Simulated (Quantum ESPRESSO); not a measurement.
Crystal: InP.

```xyz
2
Lattice="0.0000 2.9305 2.9305 2.9305 0.0000 2.9305 2.9305 2.9305 0.0000" Properties=species:S:1:pos:R:3 pbc="T T T"
In    0.0000    0.0000    0.0000
P     4.3957    4.3957    4.3957
```

* Program: Quantum ESPRESSO 7.5
* Task: phonons
* Functional: AM05
* Potentials or basis: PseudoDojo 0.4.1 SR PBE standard
* Cutoff: 952 eV
* Density cutoff: 3810 eV
* k mesh: 8 × 8 × 8, shifted
* Occupations: fermi-dirac, width 0.05 eV
* Spin: no spin polarisation
* Mixing beta: 0.5
* Most SCF iterations: 120
* SCF threshold: 4e-10 Ry

The first run showed a gap, so the response started from a second, tighter run with fixed occupations.

Problem. Which optical modes does the crystal have at the zone centre, and which show in infrared and Raman spectra?

Solution. The optical modes are T2. Infrared active: T2. Raman active: T2.

Optical modes at Γ, degenerate ones joined, polar ones without the macroscopic field:
```csv
cm⁻¹,components,symmetry,active in,"IR intensity, summed ((D/Å)²/amu)"
301,3,T2,IR and Raman,17.74
```

Caveat: the shifted mesh misses Γ, where the gap is smaller or closed, so treating the crystal as an insulator may be wrong and the dielectric response too small.
